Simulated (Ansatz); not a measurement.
What holds solid H2 together

Method: Ansatz 0.2.0, DFT PBE+D3(BJ), scalar-relativistic, plane waves, PAW.

Settings: cutoff 420 eV, Γ-centred mesh 8×8×4 on the computed 4-atom cell, Gaussian smearing of 0.02 eV; no spin polarisation.

```xyz
4
Lattice="1.6552 -2.7089 0.0000 1.6552 2.7089 0.0000 0.0000 0.0000 6.3639" Properties=species:S:1:pos:R:3 pbc="T T T"
H     1.6552   -0.3072    6.1481
H     1.6552    0.3072    0.2158
H     1.6552    0.3072    2.9661
H     1.6552   -0.3072    3.3978
```

The relaxed cell holds 2 H2 at 28.5 Å³ each. Per molecule the crystal lies 0.0390 eV below the molecule frozen in its crystal shape, and that shape lies 0.0000 eV above the relaxed free molecule.

Question: Put the lattice energy together, estimate the enthalpy of sublimation and the cohesive energy density, and say what binds the crystal.

Answer: E_latt = −0.0390 + 0.0000 = -0.0390 eV = -3.8 kJ/mol: the molecule pays 0.0 % of its binding as strain. For rigid molecules with classical lattice modes the gas has 5/2 RT of translation and rotation plus RT of pV, the crystal 5 RT in its lattice modes, so ΔH_sub ≈ −E_latt − (3/2)RT = 3.8 − 3.7 = 0.1 kJ/mol at 298 K (a solid that melts lower is measured colder, with a smaller RT term). The cohesive energy density is −E_latt per molar volume, 3.8 kJ/mol / 17.2 cm³/mol = 219 MPa, and its root, 15 MPa^½, is the solid's counterpart of a solubility parameter (the liquid's is smaller). The D3 term adds -0.028 eV between molecules, 72 % of the binding at this geometry. The share depends on the functional that the correction is paired with. The Kohn–Sham gap is 10.11 eV in the free molecule, 10.11 eV in the molecule frozen in its crystal shape and 8.53 eV on the crystal's mesh. From the frozen molecule to the crystal it shows a narrowing, by band width and the neighbours' field; the polarisation that lowers true ionisation gaps in solids isn't in these levels.

Quantum lattice modes, thermal expansion and changes of the internal vibrations are left out, each worth up to a few kJ/mol.

Cost: 3 runs of about 0.69 core-minutes in all, on Arm Neoverse V2 (shared hosts).